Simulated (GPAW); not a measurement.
Runs of GPAW 26.7.0 on C. The structure is cubic, space group Fd-3m (No. 227). The conventional cell has a = 3.567 Å, b = 3.567 Å, c = 3.567 Å, α = 90.00°, β = 90.00°, γ = 90.00°. C (site symmetry -43m) has 4 C at 1.54 Å as nearest neighbours. This isn't the form of C at room conditions, which is graphite.

| task | level | potentials or basis | cell | smearing | band path | band points | optimizer | fmax | max steps | gap on the mesh (eV) | pressure (GPa) | relaxed volume (Å³/atom) |
| --- | --- | --- | --- | --- | --- | --- | --- | --- | --- | --- | --- | --- |
| single point | PBEsol | PAW data sets generated in the run's folder for this functional, pw | as given | gaussian 0.05 eV | - | - | - | - | - | 4.01 | -5.2 | - |
| band structure | revPBE | the program's PAW data sets (release 1.2.1) made for this functional, pw | as given | fermi-dirac 0.05 eV | GXWKGLUWLK,UX | 80 | - | - | - | 4.14 | 6.1 | - |
| relaxation of cell and atoms | RPBE | the program's PAW data sets (release 1.2.1) made for this functional, pw | relaxed | fermi-dirac 0.05 eV | - | - | LBFGS | 0.02 eV/Å | 40 | (a) | 0.1 | 5.77 |
| relaxation of cell and atoms | BLYP | PAW data sets generated in the run's folder for this functional, pw | relaxed | fermi-dirac 0.05 eV | - | - | BFGS | 0.02 eV/Å | 40 | 4.40 | 0.1 | 5.81 |
| band structure | PBEsol | PAW data sets generated in the run's folder for this functional, pw | as given | fermi-dirac 0.05 eV | GXWKGLUWLK,UX | 80 | - | - | - | 4.01 | -5.2 | - |
| relaxation of cell and atoms | revPBE+D4 | the program's PAW data sets (release 1.2.1) made for this functional, pw | relaxed | fermi-dirac 0.05 eV | - | - | LBFGS | 0.05 eV/Å | 40 | (b) | 0.1 | 5.58 |
| relaxation of cell and atoms | PBEsol+D3(BJ) | PAW data sets generated in the run's folder for this functional, pw | relaxed | fermi-dirac 0.05 eV | - | - | LBFGS | 0.02 eV/Å | 60 | (c) | 0.1 | 5.56 |
| band structure | BLYP | PAW data sets generated in the run's folder for this functional, pw | as given | fermi-dirac 0.05 eV | GXWKGLUWLK,UX | 100 | - | - | - | 4.46 | 10.6 | - |

Alike in all rows: no spin polarisation; k mesh 13 × 13 × 13; cutoff (eV) 800.

Q: Fill in the values left out.

A: (a) 4.11; (b) 4.17; (c) 4.05.

Caveats: an odd mesh through Γ misses points on the zone boundary, where band edges often lie (some runs); later steps reuse the first step's grids (some runs).

Runs at the PBE level aren't shown here.
